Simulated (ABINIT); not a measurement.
A run of ABINIT 10.8.3 (patched build):

File run.abi:

```
ndtset 7
getwfk -1
scalecart1 3*0.9795861087
scalecart2 3*0.9864848297
scalecart3 3*0.9932883884
scalecart4 3*1.0000000000
scalecart5 3*1.0066227096
scalecart6 3*1.0131594038
scalecart7 3*1.0196128224

pp_dirpath "./"
pseudos "Cd.GGA_PBE-JTH.xml, S.GGA_PBE-JTH.xml"

acell 3*1.0
rprim
     0.0000000000     5.5113862425     5.5113862425
     5.5113862425     0.0000000000     5.5113862425
     5.5113862425     5.5113862425     0.0000000000
ntypat 2
znucl 48 16
natom 2
typat 1 2
xred
     0.0000000000     0.0000000000     0.0000000000
     0.7500000000     0.7500000000     0.7500000000

ecut 16.0
pawecutdg 32.0

kptopt 1
ngkpt 8 8 8
nshiftk 1
shiftk 0.0 0.0 0.0

ixc -116133

nband 13
occopt 3
tsmear 0.00183747

nstep 100
tolvrs 1.0e-9

iomode 3
prtwf 1
prtden 0
prteig 0
prtebands 0
enunit 1
```

Potentials or basis: JTH PAW PBE v2.0.

Run with:

```console
$ abinit run.abi > log 2>&1
```

Hardware: 1 thread of Arm Neoverse V2, with other jobs on the host.

Problem. Estimate the wall time of this run.

Solution. It took 2.6 min on 1 thread of Arm Neoverse V2, on a shared host, peak memory 0.15 GiB. Counts: scf iterations 113, mpi ranks 1, k points 29, bands 13, plane waves 982.
